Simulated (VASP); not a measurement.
VASP 6.6.1 run: AlN

INCAR

```
PREC = Accurate
GGA = PE
ISIF = 2
LWAVE = .FALSE.
NELM = 120
NBANDS = 9
SIGMA = 0.02
LCHARG = .FALSE.
ISMEAR = -1
NSW = 0
NELMIN = 8
IBRION = -1
ENCUT = 520
LREAL = .FALSE.
LASPH = .TRUE.
EDIFF = 1E-9
```

KPOINTS

```
KPOINTS created by Atomic Simulation Environment
0
Gamma
12 12 6
0 0 0
```

POSCAR

```
Al N
 1.0000000000000000
     3.1066937601296396    0.0000000000000000    0.0000000000000000
    -1.5533468800648198    2.6904757180508674    0.0000000000000000
     0.0000000000000000    0.0000000000000000    4.9785915498959481
 Al  N
   2   2
Cartesian
  0.0000000000000001  1.7936504787005778 -0.0164068127947834
  1.5533468800648196  0.8968252393502889  2.4728889621531898
  0.0000000000000001  1.7936504787005778  1.8833786440057636
  1.5533468800648196  0.8968252393502889  4.3726744189537392
```

The recommended PBE PAW datasets give the neutral cell 16 valence electrons.

Command

```
mpirun -np 1 vasp_std
```

OSZICAR

```
N       E                     dE             d eps       ncg     rms          rms(c)
DAV:   1     0.672603184319E+02    0.67260E+02   -0.79369E+03  1368   0.159E+03
DAV:   2    -0.311748242692E+02   -0.98435E+02   -0.94304E+02  2452   0.269E+02
DAV:   3    -0.344934608888E+02   -0.33186E+01   -0.33088E+01  1486   0.653E+01
DAV:   4    -0.345298001500E+02   -0.36339E-01   -0.36307E-01  1489   0.721E+00
DAV:   5    -0.345306445436E+02   -0.84439E-03   -0.84373E-03  1488   0.110E+00    0.122E+01
DAV:   6    -0.297856864964E+02    0.47450E+01   -0.24085E+01  1445   0.421E+01    0.439E+00
DAV:   7    -0.297767085663E+02    0.89779E-02   -0.39796E-01  1451   0.660E+00    0.278E+00
DAV:   8    -0.297673146094E+02    0.93940E-02   -0.28672E-02  1447   0.287E+00    0.283E-01
DAV:   9    -0.297674110102E+02   -0.96401E-04   -0.22762E-03  1499   0.442E-01    0.215E-01
DAV:  10    -0.297678940749E+02   -0.48306E-03   -0.13533E-03  1408   0.369E-01    0.753E-02
DAV:  11    -0.297678543824E+02    0.39693E-04   -0.16722E-04  1466   0.119E-01    0.196E-02
DAV:  12    -0.297678544327E+02   -0.50309E-07   -0.81069E-06  1574   0.306E-02    0.274E-03
DAV:  13    -0.297678544728E+02   -0.40133E-07   -0.96633E-07  1479   0.875E-03    0.206E-03
DAV:  14    -0.297678544887E+02   -0.15915E-07   -0.16494E-08  1476   0.178E-03    0.107E-03
DAV:  15    -0.297678544984E+02   -0.96397E-08   -0.23080E-08  1477   0.135E-03    0.326E-05
DAV:  16    -0.297678544983E+02    0.17508E-10   -0.27148E-10   764   0.226E-04
   1 F= -.29767854E+02 E0= -.29767854E+02  d E =-.943905E-12
```

Standard output (part)

```
POSCAR found type information on POSCAR AlN
 POSCAR found :  2 types and       4 ions
 LDA part: xc-table for (Slater+PW92), standard interpolation
 POSCAR, INCAR and KPOINTS ok, starting setup
 WAVECAR not read
 entering main loop
```

From OUTCAR

```
k-points           NKPTS =     76   k-points in BZ     NKDIM =     76   number of bands    NBANDS=      9

   NELECT =      16.0000    total number of electrons

   dimension x,y,z NGX =    24 NGY =   24 NGZ =   40
   dimension x,y,z NGXF=    48 NGYF=   48 NGZF=   80

  energy-cutoff  :      520.00
  volume of cell :       41.61
      direct lattice vectors                 reciprocal lattice vectors
     3.106693760  0.000000000  0.000000000     0.321885605  0.185840741  0.000000000
    -1.553346880  2.690475718  0.000000000     0.000000000  0.371681481  0.000000000
     0.000000000  0.000000000  4.978591550     0.000000000  0.000000000  0.200860020

 k-points in reciprocal lattice and weights: KPOINTS created by Atomic Simulation Env
   0.00000000  0.00000000  0.00000000       0.001
   0.08333333  0.00000000  0.00000000       0.007
   0.16666667  0.00000000  0.00000000       0.007
   0.25000000 -0.00000000  0.00000000       0.007
   0.33333333  0.00000000  0.00000000       0.007
   0.41666667  0.00000000  0.00000000       0.007
   0.50000000 -0.00000000  0.00000000       0.003
   0.08333333  0.08333333  0.00000000       0.007
   ...

 E-fermi :   6.6161

 k-point     1 :       0.0000    0.0000    0.0000
  band No.  band energies     occupation
      1      -9.0209      2.00000
      2      -6.8662      2.00000
      3       0.1767      2.00000
      4       5.3267      2.00000
      5       5.3267      2.00000
      6       5.9755      2.00000
      7       5.9755      2.00000
      8       6.1859      2.00000
      9      10.4292      0.00000

 k-point     2 :       0.0833    0.0000    0.0000
  band No.  band energies     occupation
      1      -8.9319      2.00000
      2      -6.8156      2.00000
      3       0.2824      2.00000
      4       4.9134      2.00000
      5       5.2094      2.00000
      6       5.5632      2.00000
      7       5.9626      2.00000
      8       6.1479      2.00000
      9      10.8464      0.00000

 k-point     3 :       0.1667    0.0000    0.0000
  band No.  band energies     occupation
      1      -8.6725      2.00000
      2      -6.6771      2.00000
      3       0.5942      2.00000
      4       3.9054      2.00000
      5       4.6877      2.00000
      6       4.9341      2.00000
      7       5.8955      2.00000
      8       6.0141      2.00000
      9      11.7005      0.00000

 k-point     4 :       0.2500   -0.0000    0.0000
  band No.  band energies     occupation
      1      -8.2685      2.00000
      2      -6.4938      2.00000
      3       1.0934      2.00000
      4       2.7287      2.00000
      5       3.7225      2.00000
      6       4.6181      2.00000
      7       5.7483      2.00000
      8       5.7722      2.00000
      9      12.4056      0.00000

 k-point     5 :       0.3333    0.0000    0.0000
  band No.  band energies     occupation
      1      -7.7726      2.00000
      2      -6.3412      2.00000
      3       1.6741      2.00000
      4       1.7508      2.00000
      5       2.8585      2.00000
      6       4.3437      2.00000
      7       5.3162      2.00000
      8       5.6358      2.00000
      9      12.4442      0.00000

 ...

  Total        1.1510770      1.1510770      1.1128926      0.0000000      0.0000000      0.0000000
  in kB       44.3180809     44.3180809     42.8479283      0.0000000      0.0000000      0.0000000
  external PRESSURE =      43.8280300 kB  Pullay stress =       0.0000000 kB

 POSITION                                       TOTAL-FORCE (eV/Angst)
 -----------------------------------------------------------------------------------
      0.00000      1.79365      4.96218         0.000000      0.000000     -0.009034
      1.55335      0.89683      2.47289        -0.000000      0.000000     -0.009034
      0.00000      1.79365      1.88338         0.000000      0.000000      0.009034
      1.55335      0.89683      4.37267         0.000000     -0.000000      0.009034
 -----------------------------------------------------------------------------------
    total drift:                               -0.000000     -0.000000     -0.000948

  FREE ENERGIE OF THE ION-ELECTRON SYSTEM (eV)
  ---------------------------------------------------
  free  energy   TOTEN  =       -29.7678544983 eV

  energy  without entropy=      -29.7678544983  energy(sigma->0) =      -29.76785450
```

It converged. Results: gap between bands v and c on the k mesh 4.24 eV; least direct gap on the k mesh 4.24 eV; pressure 4.4 GPa. Band v is the last that the valence electrons fill when counted band by band, and c is the next.

For comparison, a separate PBE run of the intended cell, on usual settings and not on those above, gives a gap of 4.24 eV on its mesh and a pressure of 4.4 GPa.

The run above took about 22 s on one core of a shared host (Intel Xeon Platinum 8488C) and held 0.17 GiB at most.
